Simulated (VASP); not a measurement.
HfO2, 6 atoms in the cell. Symmetry: P4_2/mnm, No. 136, tetragonal system. The conventional cell has a = 4.814 Å, b = 4.814 Å, c = 3.205 Å, α = 90.00°, β = 90.00°, γ = 90.00°. Hf (site symmetry mmm) is surrounded by 6 O at 2.08 Å. O (site symmetry m2m) has 3 Hf at 2.08 Å as nearest neighbours. Measurements of this composition are mostly on another form, of space group No. 14.

```yaml
Program: VASP 6.6.1
Task: relaxation of cell and atoms
Functional: PBEsol
Potentials_or_basis: VASP PAW PBE potentials, release 64 (Hf_pv, O)
Cutoff: 600 eV
k_mesh: 6 × 6 × 8
Occupations: fermi-dirac, width 0.05 eV
Spin: no spin polarisation
Further_INCAR_settings: ALGO = Normal; EDIFF = 1e-06; IBRION = 2; EDIFFG = -0.01; NSW = 40; ISIF = 3
```

Potentials or basis: VASP PAW PBE potentials, release 64 (Hf_pv, O).

Launch:

```console
$ cat potpaw_PBE.64/Hf_pv/POTCAR potpaw_PBE.64/O/POTCAR > POTCAR
$ mpirun -np 1 vasp_std > vasp.out
```

Hardware: 1 thread of Intel(R) Xeon(R) Platinum 8488C (Sapphire Rapids) (shared host).

**Question.** How long does it take, and how much memory?

**Answer.** It took 2.7 min on 1 thread of Intel(R) Xeon(R) Platinum 8488C (Sapphire Rapids), with other jobs on the host, peak memory 0.27 GiB. Counts: scf iterations 29, k points 50, ion steps 3.
